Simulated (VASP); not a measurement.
# SiC (P6_3mc) in VASP: notebook

The runs below take SiC through relaxation of cell and atoms, with BLYP+D3, BLYP+D3(BJ), BLYP+D4.

All numbers are computed with VASP 6.6.1; they aren't measurements. Logs are shortened: lines on timing, memory, paths and dates and some standing lists are left out, and cuts for length are marked.

## Step 1: The crystal as given

It takes space group P6_3mc (No. 186, hexagonal). Conventional cell: a = 3.076 Å, b = 3.076 Å, c = 10.071 Å, α = 90.00°, β = 90.00°, γ = 120.00°. Si (site symmetry 3m) has 4 C at 1.88 to 1.89 Å as nearest neighbours. Si (site symmetry 3m) has 4 C at 1.88 to 1.89 Å as nearest neighbours. Around C (site symmetry 3m) lie 4 Si at 1.88 to 1.89 Å. C (site symmetry 3m) is surrounded by 4 Si at 1.88 to 1.89 Å.

The cell is a database's computed one.

## Step 2: Relaxation of cell and atoms, BLYP+D3

File INCAR:

```
SYSTEM = SiC
PREC     = Accurate       ! precision mode
ENCUT    = 600            ! plane-wave cutoff, eV
EDIFF    = 1E-7           ! SCF threshold, eV
ISMEAR   = -1             ! smearing method
SIGMA    = 0.05           ! smearing width, eV
LREAL    = .False.        ! projectors in reciprocal space
LASPH    = .True.         ! aspherical terms in the spheres
NELM     = 60             ! most SCF steps
ALGO     = Normal         ! electronic algorithm
ISIF     = 3              ! what is computed and relaxed
LWAVE    = .False.        ! write WAVECAR
LCHARG   = .False.        ! write CHGCAR
GGA      = B5             ! functional
ALDAX    = 1.0          
AGGAX    = 1.0          
AGGAC    = 1.0          
ALDAC    = 0.0          
IVDW     = 11             ! dispersion correction
VDW_S6   = 1.0          
VDW_S8   = 1.682        
VDW_SR   = 1.094        
VDW_SR8  = 1.0          
IBRION   = 2              ! ionic algorithm
NSW      = 60             ! ionic steps
EDIFFG   = -0.01          ! ionic threshold
```

File KPOINTS:

```
Automatic mesh
0
Gamma
  10 10 3
  0 0 0
```

File POSCAR:

```
SiC
1.0
    3.0756941497      0.0000000000      0.0000000000
   -1.5378470748      2.6636292679      0.0000000000
    0.0000000000      0.0000000000     10.0706464800
Si C
4 4
Direct
    0.0000000000      0.0000000000      0.1878943800
    0.0000000000      0.0000000000      0.6878943800
    0.3333333333      0.6666666667      0.4378419800
    0.6666666667      0.3333333333      0.9378419800
    0.0000000000      0.0000000000      0.0004600500
    0.0000000000      0.0000000000      0.5004600500
    0.3333333333      0.6666666667      0.2498025900
    0.6666666667      0.3333333333      0.7498025900
```

Potentials or basis: VASP PAW PBE potentials, release 64 (Si, C).

Started as:

```sh
$ cat potpaw_PBE.64/Si/POTCAR potpaw_PBE.64/C/POTCAR > POTCAR
$ mpirun -np 1 vasp_std > vasp.out
```

OUTCAR:

```text
SYSTEM = SiC
   PREC = Accurate
   ENCUT = 600
   EDIFF = 1E-7
   ISMEAR = -1
   LREAL = .False.
   LASPH = .True.
   NELM = 60
   ISIF = 3
   GGA = B5
   IVDW = 11
   IBRION = 2
   NSW = 60
   EDIFFG = -0.01
 IVDW          = 11

 ion  position               nearest neighbor table
   1  0.000  0.000  0.188-   7 1.88   7 1.88   7 1.88   5 1.89   3 3.08   3 3.08   3 3.08   4 3.08
                             4 3.08   4 3.08
   2  0.000  0.000  0.688-   8 1.88   8 1.88   8 1.88   6 1.89   4 3.08   4 3.08   4 3.08   3 3.08
                             3 3.08   3 3.08
   3  0.333  0.667  0.438-   6 1.88   6 1.88   6 1.88   7 1.89   1 3.08   1 3.08   1 3.08   2 3.08
                             2 3.08   2 3.08
   4  0.667  0.333  0.938-   5 1.88   5 1.88   5 1.88   8 1.89   2 3.08   2 3.08   2 3.08   1 3.08
                             1 3.08   1 3.08
   5  0.000  0.000  0.000-   4 1.88   4 1.88   4 1.88   1 1.89
   6  0.000  0.000  0.500-   3 1.88   3 1.88   3 1.88   2 1.89
   7  0.333  0.667  0.250-   1 1.88   1 1.88   1 1.88   3 1.89
   8  0.667  0.333  0.750-   2 1.88   2 1.88   2 1.88   4 1.89

  LATTYP: Found a hexagonal cell.
 ALAT       =     3.0756941497
 C/A-ratio  =     3.2742678530

  Lattice vectors:

 A1 = (   3.0756941497,   0.0000000000,   0.0000000000)
 A2 = (  -1.5378470748,   2.6636292679,   0.0000000000)
 A3 = (   0.0000000000,   0.0000000000,  10.0706464800)

Analysis of symmetry for initial positions (statically):
=====================================================================
 Subroutine PRICEL returns:
 Original cell was already a primitive cell.

 Routine SETGRP: Setting up the symmetry group for a
 hexagonal supercell.

 Subroutine GETGRP returns: Found 12 space group operations
 (whereof  6 operations were pure point group operations)
 out of a pool of 24 trial point group operations.

The static configuration has the point symmetry C_3v.
 The point group associated with its full space group is C_6v.

Analysis of symmetry for dynamics (positions and initial velocities):
=====================================================================
 Subroutine PRICEL returns:
 Original cell was already a primitive cell.

 Routine SETGRP: Setting up the symmetry group for a
 hexagonal supercell.

 Subroutine GETGRP returns: Found 12 space group operations
 (whereof  6 operations were pure point group operations)
 out of a pool of 24 trial point group operations.

The dynamic configuration has the point symmetry C_3v.
 The point group associated with its full space group is C_6v.

 Subroutine INISYM returns: Found 12 space group operations
 (whereof  6 operations are pure point group operations),
 and found     1 'primitive' translations

----------------------------------------------------------------------------------------

                                     Primitive cell

  volume of cell :      82.5039

  direct lattice vectors                    reciprocal lattice vectors
     3.075694150  0.000000000  0.000000000     0.325129857  0.187713811  0.000000000
    -1.537847075  2.663629268  0.000000000     0.000000000  0.375427621  0.000000000
     0.000000000  0.000000000 10.070646480     0.000000000  0.000000000  0.099298491

  length of vectors
     3.075694150  3.075694150 10.070646480     0.375427621  0.375427621  0.099298491

  position of ions in fractional coordinates (direct lattice)
     0.000000000  0.000000000  0.187894380
     0.000000000  0.000000000  0.687894380
     0.333333333  0.666666667  0.437841980
     0.666666667  0.333333333  0.937841980
     0.000000000  0.000000000  0.000460050
     0.000000000  0.000000000  0.500460050
     0.333333333  0.666666667  0.249802590
     0.666666667  0.333333333  0.749802590

  ion indices of the primitive-cell ions
   primitive index   ion index
                 1           1
                 2           2
                 3           3
                 4           4
                 5           5
                 6           6
                 7           7
                 8           8

----------------------------------------------------------------------------------------

 KPOINTS: Automatic mesh

Automatic generation of k-mesh.
 Grid dimensions read from file:
 generate k-points for:   10   10    3

 Generating k-lattice:

  Cartesian coordinates                     Fractional coordinates (reciprocal lattice)
     0.032512986  0.018771381  0.000000000     0.100000000  0.000000000  0.000000000
     0.000000000  0.037542762  0.000000000     0.000000000  0.100000000  0.000000000
     0.000000000  0.000000000  0.033099497     0.000000000  0.000000000  0.333333333

  Length of vectors
     0.037542762  0.037542762  0.033099497

  Shift w.r.t. Gamma in fractional coordinates (k-lattice)
     0.000000000  0.000000000  0.000000000

 Subroutine IBZKPT returns following result:
 ===========================================

 Found     28 irreducible k-points:

 Following reciprocal coordinates:
            Coordinates               Weight
  0.000000  0.000000  0.000000      1.000000
  0.100000  0.000000  0.000000      6.000000
  0.200000  0.000000  0.000000      6.000000
  0.300000  0.000000  0.000000      6.000000
  0.400000  0.000000  0.000000      6.000000
  0.500000  0.000000  0.000000      3.000000
[... 16 lines left out ...]
  0.300000  0.100000  0.333333     24.000000
  0.400000  0.100000  0.333333     24.000000
 [... further k-points ...]
   k-points           NKPTS =     28   k-points in BZ     NKDIM =     28   number of bands    NBANDS=     21
   number of dos      NEDOS =    301   number of ions     NIONS =      8
   total plane-waves  NPLWV =  62720
   dimension x,y,z NGX =    28 NGY =   28 NGZ =   80
   dimension x,y,z NGXF=    56 NGYF=   56 NGZF=  160
   ions per type =               4   4
   NGX,Y,Z   is equivalent  to a cutoff of  15.13, 15.13, 13.21 a.u.
   NGXF,Y,Z  is equivalent  to a cutoff of  30.27, 30.27, 26.41 a.u.
 SYSTEM =  SiC
   PREC   = accura    normal or accurate (medium, high low for compatibility)
   ISTART =      0    job   : 0-new  1-cont  2-samecut
   ICHARG =      2    charge: 1-file 2-atom 10-const
   ISPIN  =      1    spin polarized calculation?
   LNONCOLLINEAR =      F non collinear calculations
   LSORBIT =      F    spin-orbit coupling
   LASPH  =      T    aspherical Exc in radial PAW
   ENCUT  =  600.0 eV  44.10 Ry    6.64 a.u.   6.14  6.14 20.11*2*pi/ulx,y,z
   NELM   =     60;   NELMIN=  2; NELMDL= -5     # of ELM steps
   EDIFF  = 0.1E-06   stopping-criterion for ELM
   LREAL  =      F    real-space projection
   EDIFFG = -.1E-01   stopping-criterion for IOM
   NSW    =     60    number of steps for IOM
   IBRION =      2    ionic relax: 0-MD 1-quasi-New 2-CG
   NFREE  =      1    steps in history (QN), initial steepest desc. (CG)
   ISIF   =      3    stress and relaxation
   ISYM   =      2    0-nonsym 1-usesym 2-fastsym
   POTIM  = 0.5000    time-step for ionic-motion
   TEBEG  =    0.0;   TEEND  =   0.0 temperature during run
   PSTRESS=    0.0 pullay stress
   NELECT =      32.0000    total number of electrons
   NUPDOWN=      -1.0000    fix difference up-down
   EMIN   =  10.00;   EMAX   =-10.00  energy-range for DOS
   EFERMI =   0.00;   METHOD = LEGACY
   ISMEAR =    -1;   SIGMA  =   0.05  broadening in eV -4-tet -1-fermi 0-gaus
   EFERMI_NEDOS =   21; number of points for ismear=-14 and -15
   IALGO  =     38    algorithm
   IMIX   =      4    mixing-type and parameters
     AMIX     =   0.40;   BMIX     =  1.00
     AMIX_MAG =   1.60;   BMIX_MAG =  1.00
  volume/ion in A,a.u.               =      10.31        69.60
  Fermi-wavevector in a.u.,A,eV,Ry     =   1.193897  2.256138 19.393597  1.425389
  Thomas-Fermi vector in A             =   2.329900
   LORBIT       =      0    0 simple, 1 ext, 2 COOP (PROOUT), +10 PAW based schemes
   GGA     = B5    functional components
   LHFCALC =     F    Hartree Fock is set to
   AEXX    =    0.0000 exact exchange contribution
   IVDW    =    11    specifies the selected vdW correction
   LEPSILON=     F    determine dielectric tensor
   LRPA    =     F    only Hartree local field effects (RPA)
 conjugate gradient relaxation of ions
 non-spin polarized calculation
  energy-cutoff  :      600.00
  volume of cell :       82.50
 maximum number of plane-waves:      2776
 NGX is ok and might be reduce to    28
   NGX = 13   NGY = 13   NGZ = 41

--------------------------------------- Ionic step        1  -------------------------------------------

 number of electron      32.0000001 magnetization

 Free energy of the ion-electron system (eV)
  ---------------------------------------------------
  ext. energy  EPLUGINS =         0.00000000
  ---------------------------------------------------
  free energy    TOTEN  =       -54.56612785 eV

  energy without entropy =      -54.56612785  energy(sigma->0) =      -54.56612785

------------------------ aborting loop because EDIFF is reached ----------------------------------------

 Edisp (eV)   -2.11964

 E8    (eV) :    -1.2849

  FORCE on cell =-STRESS in cart. coord.  units (eV):
  Direction    XX          YY          ZZ          XY          YZ          ZX
  --------------------------------------------------------------------------------------
  -------------------------------------------------------------------------------------
  Total       2.80286     2.80286     2.71946     0.00000     0.00000     0.00000
  in kB      54.42991    54.42991    52.81033     0.00000     0.00000     0.00000
  external pressure =       53.89 kB  Pullay stress =        0.00 kB
[... 73 lines left out ...]
  energy  without entropy=      -56.6878641264  energy(sigma->0) =      -56.68786413

--------------------------------------- Ionic step        3  -------------------------------------------

 number of electron      32.0000001 magnetization

 Free energy of the ion-electron system (eV)
  ---------------------------------------------------
  ext. energy  EPLUGINS =         0.00000000
  ---------------------------------------------------
  free energy    TOTEN  =       -54.64658315 eV

  energy without entropy =      -54.64658315  energy(sigma->0) =      -54.64658315

 E-fermi :   9.3359     XC(G=0): -10.5554

 val. band max:        8.3370400170   @ k =   0.0000   0.0000   0.0000
 cond. band min:      10.8659603300   @ k =   0.5000   0.0000   0.0000
 fundamental gap:      2.5289203130
 Fermi energy:         9.3358909184

 k-point     1 :       0.0000    0.0000    0.0000
  band No.  band energies     occupation
      1      -6.8356      2.00000
      2      -5.6902      2.00000
      3      -5.6559      2.00000
      4      -3.4075      2.00000
      5       0.0087      2.00000
      6       4.0869      2.00000
[... 550 lines left out ...]
      5       0.4200      2.00000
      6       0.7381      2.00000
[... 13 lines left out ...]
     20      13.3880      0.00000
     21      14.4256      0.00000

 [... further k-points ...]

------------------------ aborting loop because EDIFF is reached ----------------------------------------

 Edisp (eV)   -2.07373

 E8    (eV) :    -1.2596

  FORCE on cell =-STRESS in cart. coord.  units (eV):
  Direction    XX          YY          ZZ          XY          YZ          ZX
  --------------------------------------------------------------------------------------
  -------------------------------------------------------------------------------------
  Total      -0.01704    -0.01704     0.00489    -0.00000     0.00000     0.00000
  in kB      -0.32260    -0.32260     0.09263    -0.00000     0.00000     0.00000
  external pressure =       -0.18 kB  Pullay stress =        0.00 kB
[... 23 lines left out ...]
  FREE ENERGIE OF THE ION-ELECTRON SYSTEM (eV)
  ---------------------------------------------------
  free  energy   TOTEN  =       -56.7203157016 eV

  energy  without entropy=      -56.7203157015  energy(sigma->0) =      -56.72031570

 reached required accuracy - stopping structural energy minimisation
```

It took 3.3 min on 1 thread of AMD EPYC 7R13 (Zen 3), shared host; peak memory 0.24 GiB.

Results:

| Item | Value |
| --- | --- |
| Free energy | -56.7203 eV |
| Relaxed volume | 10.58 Å³/atom |
| Relaxed cell | a = 3.102 Å, b = 3.102 Å, c = 10.154 Å, α = 90.00°, β = 90.00°, γ = 120.00° |
| Space group after relaxing (to 0.05 Å) | P6_3mc (No. 186) |
| Energy gained by relaxing | 4.3 meV/atom |
| Ionic steps | 3 |
| Pressure after relaxing | 0.0 GPa |
| Largest force after relaxing | 0.009 eV/Å |
| Band gap on the k mesh | 2.53 eV, indirect (least direct gap 3.64 eV) |
| Dispersion energy per atom | -0.259 eV |

Forces in eV/Å, atoms in the order of the input:
```
Si   0.000  0.000 -0.002
Si   0.000  0.000 -0.002
Si   0.000  0.000  0.009
Si   0.000  0.000  0.009
C    0.000  0.000 -0.004
C    0.000  0.000 -0.004
C    0.000  0.000 -0.003
C    0.000  0.000 -0.003
```

The path:
```csv
step,energy change (eV),largest force (eV/Å),pressure (GPa),volume (Å³)
1,0.0000,0.0259,5.39,82.50
2,-0.0021,0.0163,-4.81,86.72
3,-0.0345,0.0091,-0.02,84.61
```

Final structure:
```
Si C
1.0
     3.10187    0.00000    0.00000
    -1.55094    2.68630    0.00000
     0.00000    0.00000   10.15381
Si C
4 4
Cartesian
  0.0000 0.0000 1.9082
  0.0000 0.0000 6.9851
  0.0000 1.7909 4.4459
  1.5509 0.8954 9.5228
  0.0000 0.0000 0.0040
  3.1019 0.0000 5.0809
  0.0000 1.7909 2.5366
  1.5509 0.8954 7.6135
```

Levels at points of the mesh, in eV from the valence-band top:
```tsv
k point	band 13	band 14	band 15	band 16	band 17	band 18	band 19	band 20
(0.00, 0.00, 0.00)	-0.58	-0.05	0.00	0.00	5.04	5.61	6.21	6.24
(0.50, 0.00, 0.00)	-2.29	-2.16	-1.53	-1.11	2.53	2.63	4.40	4.78
```

Caveat: the PAW data sets were made with another functional, which shifts forces and pressure a little; an odd mesh through Γ misses points on the zone boundary, where band edges often lie. BLYP gaps usually lie below the measured ones, often by a third to a half.

## Step 3: Relaxation of cell and atoms, BLYP+D3(BJ)

File INCAR:

```
PREC = Accurate
ENCUT = 600
EDIFF = 1E-6
ISMEAR = -1
SIGMA = 0.05
LREAL = False
LASPH = True
NELM = 100
ALGO = Fast
ISIF = 3
LWAVE = False
LCHARG = False
GGA = B5
ALDAX = 1.0
AGGAX = 1.0
AGGAC = 1.0
ALDAC = 0.0
IVDW = 12
VDW_S6 = 1.0
VDW_S8 = 2.6996
VDW_A1 = 0.4298
VDW_A2 = 4.2359
IBRION = 2
NSW = 60
EDIFFG = -0.01
```

File KPOINTS:

```
regular mesh
0
Gamma
  10 10 3
```

POSCAR is that of step 2.

Potentials or basis: VASP PAW PBE potentials, release 64 (Si, C).

Started as:

```sh
$ cat potpaw_PBE.64/Si/POTCAR potpaw_PBE.64/C/POTCAR > POTCAR
$ mpirun -np 1 vasp_std > vasp.out
```

It took 3 min on 1 thread of AMD EPYC 7R13 (Zen 3), shared host; peak memory 0.24 GiB.

The run converged. Its results:

```
Free energy                            : -59.7400 eV
Relaxed volume                         : 10.26 Å³/atom
Relaxed cell                           : a = 3.070 Å, b = 3.070 Å, c = 10.055 Å, α = 90.00°, β = 90.00°, γ = 120.00°
Space group after relaxing (to 0.05 Å) : P6_3mc (No. 186)
Energy gained by relaxing              : 0.2 meV/atom
Ionic steps                            : 3
Pressure after relaxing                : 0.0 GPa
Largest force after relaxing           : 0.003 eV/Å
Band gap on the k mesh                 : 2.54 eV, indirect (least direct gap 3.65 eV)
Dispersion energy per atom             : -0.650 eV
```

Forces on the atoms (eV/Å):
```
Si   0.000  0.000 -0.003
Si   0.000  0.000 -0.003
Si   0.000  0.000 -0.003
Si   0.000  0.000 -0.003
C    0.000  0.000  0.003
C    0.000  0.000  0.003
C    0.000  0.000  0.003
C    0.000  0.000  0.003
```

Step by step:
```csv
step,energy change (eV),largest force (eV/Å),pressure (GPa),volume (Å³)
1,0.0000,0.0187,-1.09,82.50
2,0.0000,0.0141,1.10,81.67
3,-0.0014,0.0031,0.01,82.09
```

Final structure:
```yaml
crystal:
  lattice:
    - [3.07032, 0.00000, 0.00000]
    - [-1.53516, 2.65897, 0.00000]
    - [0.00000, 0.00000, 10.05496]
  atoms:
    - { symbol: Si, position: [0.00000, 0.00000, 0.18785] }
    - { symbol: Si, position: [0.00000, 0.00000, 0.68785] }
    - { symbol: Si, position: [0.33333, 0.66667, 0.43786] }
    - { symbol: Si, position: [0.66667, 0.33333, 0.93786] }
    - { symbol: C, position: [0.00000, 0.00000, 0.00048] }
    - { symbol: C, position: [0.00000, 0.00000, 0.50048] }
    - { symbol: C, position: [0.33333, 0.66667, 0.24982] }
    - { symbol: C, position: [0.66667, 0.33333, 0.74982] }
```

Levels at points of the mesh, in eV from the valence-band top:
```
           k point  band 12  band 13  band 14  band 15  band 16  band 17  band 18  band 19  band 20  band 21
(0.00, 0.00, 0.00)    -0.58    -0.58    -0.06     0.00     0.00     5.31     5.89     6.52     6.56     7.14
(0.50, 0.00, 0.00)    -2.36    -2.33    -2.20    -1.56    -1.12     2.54     2.66     4.50     4.96     5.53
```

Caveat: the PAW data sets were made with another functional, which shifts forces and pressure a little; an odd mesh through Γ misses points on the zone boundary, where band edges often lie.

(Part 1 of 2 ends here.)
